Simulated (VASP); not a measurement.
# C (P6_3/mmc) in VASP: further runs

Runs on C. Level: r2SCAN+rVV10. Tasks: relaxation of cell and atoms.

Everything below comes from runs of VASP 6.6.1. Logs are shortened: lines on timing, memory, paths and dates and some standing lists are left out, and cuts for length are marked.

**1. The crystal as given**

It takes space group P6_3/mmc (No. 194, hexagonal). The conventional cell has a = 2.456 Å, b = 2.456 Å, c = 6.696 Å, α = 90.00°, β = 90.00°, γ = 120.00°. C (site symmetry -6m2) is surrounded by 3 C at 1.42 Å. C (site symmetry -6m2) is surrounded by 3 C at 1.42 Å.

**2. Relaxation of cell and atoms, r2SCAN+rVV10**

File INCAR:

```
  ALGO = Normal
  BPARAM = 11.95
  CPARAM = 0.0093
  EDIFF = 1E-7
  EDIFFG = -0.002
  ENCUT = 520
  IBRION = 2
  ISIF = 3
  ISMEAR = 0
  IVDW_NL = 2
  LASPH = T
  LCHARG = F
  LMIXTAU = T
  LREAL = F
  LUSE_VDW = T
  LWAVE = F
  METAGGA = R2SCAN
  NELM = 80
  NSW = 80
  PREC = Accurate
  SIGMA = 0.02
```

File KPOINTS:

```
k-points
0
Gamma
  15 15 6
```

File POSCAR:

```
C
1.0
    2.4560000000      0.0000000000      0.0000000000
   -1.2280000000      2.1269583900      0.0000000000
    0.0000000000      0.0000000000      6.6960000000
C
4
Direct
    0.0000000000      0.0000000000      0.7500000000
    0.0000000000      0.0000000000      0.2500000000
    0.3333333300      0.6666666700      0.7500000000
    0.6666666700      0.3333333300      0.2500000000
```

Potentials or basis: VASP PAW PBE potentials, release 64 (C).

Launch:

```
cat potpaw_PBE.64/C/POTCAR > POTCAR
mpirun -np 1 vasp_std > vasp.out
```

OUTCAR:

```text
BPARAM = 11.95
   EDIFF = 1E-7
   EDIFFG = -0.002
   ENCUT = 520
   IBRION = 2
   ISIF = 3
   ISMEAR = 0
   IVDW_NL = 2
   LASPH = T
   LREAL = F
   METAGGA = R2SCAN
   NELM = 80
   NSW = 80
   PREC = Accurate

 ion  position               nearest neighbor table
   1  0.000  0.000  0.750-   3 1.42   3 1.42   3 1.42
   2  0.000  0.000  0.250-   4 1.42   4 1.42   4 1.42
   3  0.333  0.667  0.750-   1 1.42   1 1.42   1 1.42
   4  0.667  0.333  0.250-   2 1.42   2 1.42   2 1.42

  LATTYP: Found a hexagonal cell.
 ALAT       =     2.4560000000
 C/A-ratio  =     2.7263843648

  Lattice vectors:

 A1 = (   2.4560000000,   0.0000000000,   0.0000000000)
 A2 = (  -1.2280000000,   2.1269583900,   0.0000000000)
 A3 = (   0.0000000000,   0.0000000000,   6.6960000000)

Analysis of symmetry for initial positions (statically):
=====================================================================
 Subroutine PRICEL returns:
 Original cell was already a primitive cell.

 Routine SETGRP: Setting up the symmetry group for a
 hexagonal supercell.

 Subroutine GETGRP returns: Found 24 space group operations
 (whereof 12 operations were pure point group operations)
 out of a pool of 24 trial point group operations.

The static configuration has the point symmetry D_3d.
 The point group associated with its full space group is D_6h.

Analysis of symmetry for dynamics (positions and initial velocities):
=====================================================================
 Subroutine PRICEL returns:
 Original cell was already a primitive cell.

 Routine SETGRP: Setting up the symmetry group for a
 hexagonal supercell.

 Subroutine GETGRP returns: Found 24 space group operations
 (whereof 12 operations were pure point group operations)
 out of a pool of 24 trial point group operations.

The dynamic configuration has the point symmetry D_3d.
 The point group associated with its full space group is D_6h.

 Subroutine INISYM returns: Found 24 space group operations
 (whereof 12 operations are pure point group operations),
 and found     1 'primitive' translations

----------------------------------------------------------------------------------------

                                     Primitive cell

  volume of cell :      34.9786

  direct lattice vectors                    reciprocal lattice vectors
     2.456000000  0.000000000  0.000000000     0.407166124  0.235077471  0.000000000
    -1.228000000  2.126958390  0.000000000     0.000000000  0.470154943  0.000000000
[... 114 lines left out ...]
   METAGGA = R2SCAN    functional components
   LHFCALC =     F    Hartree Fock is set to
   AEXX    =    0.0000 exact exchange contribution
   IVDW_NL    =     2    kernel type
   BPARAM     =11.9500
   IVDW    =     0    specifies the selected vdW correction
   LEPSILON=     F    determine dielectric tensor
   LRPA    =     F    only Hartree local field effects (RPA)
 conjugate gradient relaxation of ions
 non-spin polarized calculation
 Gauss-broadening in eV      SIGMA  =   0.02
  energy-cutoff  :      520.00
  volume of cell :       34.98
 maximum number of plane-waves:       979
   NGX =  9   NGY =  9   NGZ = 25

--------------------------------------- Ionic step        1  -------------------------------------------

 number of electron      15.9999994 magnetization

 Free energy of the ion-electron system (eV)
  ---------------------------------------------------
  ext. energy  EPLUGINS =         0.00000000
  ---------------------------------------------------
  free energy    TOTEN  =       -39.42777620 eV

  energy without entropy =      -39.42761187  energy(sigma->0) =      -39.42769403

------------------------ aborting loop because EDIFF is reached ----------------------------------------

  FORCE on cell =-STRESS in cart. coord.  units (eV):
  Direction    XX          YY          ZZ          XY          YZ          ZX
  --------------------------------------------------------------------------------------
  -------------------------------------------------------------------------------------
  Total        0.1747958      0.1747958     -0.0685540     -0.0000000     -0.0000000      0.0000000
  in kB        8.0064292      8.0064291     -3.1400808     -0.0000000     -0.0000000      0.0000000
  external PRESSURE =       4.2909258 kB  Pullay stress =       0.0000000 kB
[... 215 lines left out ...]
--------------------------------------- Ionic step        7  -------------------------------------------

 number of electron      15.9999994 magnetization

 Free energy of the ion-electron system (eV)
  ---------------------------------------------------
  ext. energy  EPLUGINS =         0.00000000
  ---------------------------------------------------
  free energy    TOTEN  =       -39.42813450 eV

  energy without entropy =      -39.42797932  energy(sigma->0) =      -39.42805691

 E-fermi :   4.7430     XC(G=0): -11.2814

 val. band max:        4.7307804702   @ k =   0.3333   0.3333   0.1667
 cond. band min:       4.7509701338   @ k =   0.3333   0.3333   0.3333
 fundamental gap:      0.0201896636
 Fermi energy:         4.7430236412

 k-point     1 :       0.0000    0.0000    0.0000
  band No.  band energies     occupation
      1     -16.2148      2.00000
      2     -15.8910      2.00000
      3      -4.3415      2.00000
      4      -2.1963      2.00000
      5       1.5589      2.00000
      6       1.5589      2.00000
      7       1.5803      2.00000
      8       1.5803      2.00000
      9       9.1764      0.00000
     10      13.4634      0.00000
     11      13.4634      0.00000
     12      13.5232      0.00000
[... 331 lines left out ...]
 k-point    24 :       0.4000    0.2000    0.0000
  band No.  band energies     occupation
      1      -9.9398      2.00000
      2      -9.8234      2.00000
      3      -8.7617      2.00000
      4      -8.6898      2.00000
      5      -4.6727      2.00000
      6      -4.5591      2.00000
      7       2.6921      2.00000
      8       3.4272      2.00000
      9       6.2148      0.00000
     10       6.3633      0.00000
     11      15.8197      0.00000
     12      16.5621      0.00000

 [... further k-points ...]

------------------------ aborting loop because EDIFF is reached ----------------------------------------

  FORCE on cell =-STRESS in cart. coord.  units (eV):
  Direction    XX          YY          ZZ          XY          YZ          ZX
  --------------------------------------------------------------------------------------
  -------------------------------------------------------------------------------------
  Total       -0.0025375     -0.0025375      0.0010791      0.0000000     -0.0000000      0.0000000
  in kB       -0.1169708     -0.1169708      0.0497426      0.0000000     -0.0000000      0.0000000
  external PRESSURE =      -0.0613997 kB  Pullay stress =       0.0000000 kB
[... 19 lines left out ...]
  FREE ENERGIE OF THE ION-ELECTRON SYSTEM (eV)
  ---------------------------------------------------
  free  energy   TOTEN  =       -39.4281345017 eV

  energy  without entropy=      -39.4279793221  energy(sigma->0) =      -39.42805691

 reached required accuracy - stopping structural energy minimisation
```

CONTCAR:

```text
C
   1.00000000000000
     2.4574693034437924    0.0000000000000000    0.0000000000000000
    -1.2287346517218962    2.1282308441051572   -0.0000000000000000
     0.0000000000000000   -0.0000000000000000    6.6457004207741299
  C
     4
Direct
     0.0000000000000000    0.0000000000000000    0.7500000000000000
     0.0000000000000000    0.0000000000000000    0.2500000000000000
     0.3333333300000021    0.6666666699999979    0.7500000000000000
     0.6666666699999979    0.3333333300000021    0.2500000000000000

  0.00000000E+00  0.00000000E+00  0.00000000E+00
  0.00000000E+00  0.00000000E+00  0.00000000E+00
  0.00000000E+00  0.00000000E+00  0.00000000E+00
  0.00000000E+00  0.00000000E+00  0.00000000E+00
```

Run time: 7.3 min. Hardware: 1 thread of Intel Xeon 6975P-C (Granite Rapids), shared host; peak memory 0.24 GiB.

Results:

```yaml
Free_energy: -39.4281 eV
Relaxed_volume: 8.69 Å³/atom
Relaxed_cell: a = 2.457 Å, b = 2.457 Å, c = 6.646 Å, α = 90.00°, β = 90.00°, γ = 120.00°
Space_group_after_relaxing_to_0.05_Å: P6_3/mmc (No. 194)
Energy_gained_by_relaxing: 0.1 meV/atom
Ionic_steps: 7
Pressure_after_relaxing: 0.0 GPa
Band_gap_on_the_k_mesh: none (metal or under the smearing width)
```

Step by step:
```tsv
step	energy change (eV)	largest force (eV/Å)	pressure (GPa)	volume (Å³)
1	0.0000	0.0000	0.43	34.98
2	0.0005	0.0000	-1.35	35.10
3	-0.0001	0.0000	-0.13	35.02
4	-0.0001	0.0000	-0.14	35.02
5	-0.0002	0.0000	-0.12	34.99
6	-0.0003	0.0000	-0.08	34.91
7	-0.0004	0.0000	-0.01	34.76
```

Final structure:
```cif
data_structure
_symmetry_space_group_name_H-M 'P 1'
_symmetry_Int_Tables_number 1
_cell_length_a 2.4575
_cell_length_b 2.4575
_cell_length_c 6.6457
_cell_angle_alpha 90.000
_cell_angle_beta 90.000
_cell_angle_gamma 120.000
_cell_volume 34.76
loop_
_atom_site_label
_atom_site_type_symbol
_atom_site_fract_x
_atom_site_fract_y
_atom_site_fract_z
_atom_site_occupancy
C1 C 0.00000 0.00000 0.75000 1
C2 C 0.00000 0.00000 0.25000 1
C3 C 0.33333 0.66667 0.75000 1
C4 C 0.66667 0.33333 0.25000 1
```

Levels at points of the mesh, in eV from the Fermi level:
| k point | band 4 | band 5 | band 6 | band 7 | band 8 | band 9 | band 10 | band 11 | band 12 |
| --- | --- | --- | --- | --- | --- | --- | --- | --- | --- |
| (0.00, 0.00, 0.00) | -6.94 | -3.18 | -3.18 | -3.16 | -3.16 | 4.43 | 8.72 | 8.72 | 8.78 |
| (0.00, 0.00, 0.50) | -8.12 | -3.17 | -3.17 | -3.17 | -3.17 | 7.31 | 7.31 | 8.75 | 8.75 |

Caveat: the PAW data sets were made with another functional, which shifts forces and pressure a little.

**3. Relaxation of cell and atoms, r2SCAN+rVV10**

This run uses another cell than the first one, of 8.69 Å³/atom, 0.994 times its volume.

INCAR is that of step 2.

KPOINTS is that of step 2.

File POSCAR:

```
C                                       
1.0
    2.4574693034      0.0000000000      0.0000000000
   -1.2287346517      2.1282308441     -0.0000000000
    0.0000000000     -0.0000000000      6.6457004208
  C             
     4
Direct
     0.0000000000000000    0.0000000000000000    0.7500000000000000
     0.0000000000000000    0.0000000000000000    0.2500000000000000
     0.3333333300000021    0.6666666699999979    0.7500000000000000
     0.6666666699999979    0.3333333300000021    0.2500000000000000
```

Potentials or basis: VASP PAW PBE potentials, release 64 (C).

Launch:

```
cat potpaw_PBE.64/C/POTCAR > POTCAR
mpirun -np 1 vasp_std > vasp.out
```

Wall time 2.2 min (1 thread of Intel Xeon 6975P-C (Granite Rapids), shared host); peak memory 0.24 GiB.

The run converged. Its results:

| Property | Result |
| --- | --- |
| Free energy | -39.4280 eV |
| Pressure after relaxing | 0.0 GPa |
| Band gap on the k mesh | none (metal or under the smearing width) |

Final structure:
```
C
1.0
     2.45747    0.00000    0.00000
    -1.22873    2.12823    0.00000
     0.00000    0.00000    6.64570
C
4
Cartesian
  0.0000 0.0000 4.9843
  0.0000 0.0000 1.6614
  0.0000 1.4188 4.9843
  1.2287 0.7094 1.6614
```

Levels at points of the mesh, in eV from the Fermi level:
| k point | band 6 | band 7 | band 8 | band 9 | band 10 | band 11 |
| --- | --- | --- | --- | --- | --- | --- |
| (0.00, 0.00, 0.00) | -3.18 | -3.16 | -3.16 | 4.43 | 8.72 | 8.72 |
| (0.00, 0.00, 0.50) | -3.17 | -3.17 | -3.17 | 7.31 | 7.31 | 8.75 |

Caveat: the relaxation stopped at its first step, so nothing moved; the PAW data sets were made with another functional, which shifts forces and pressure a little.
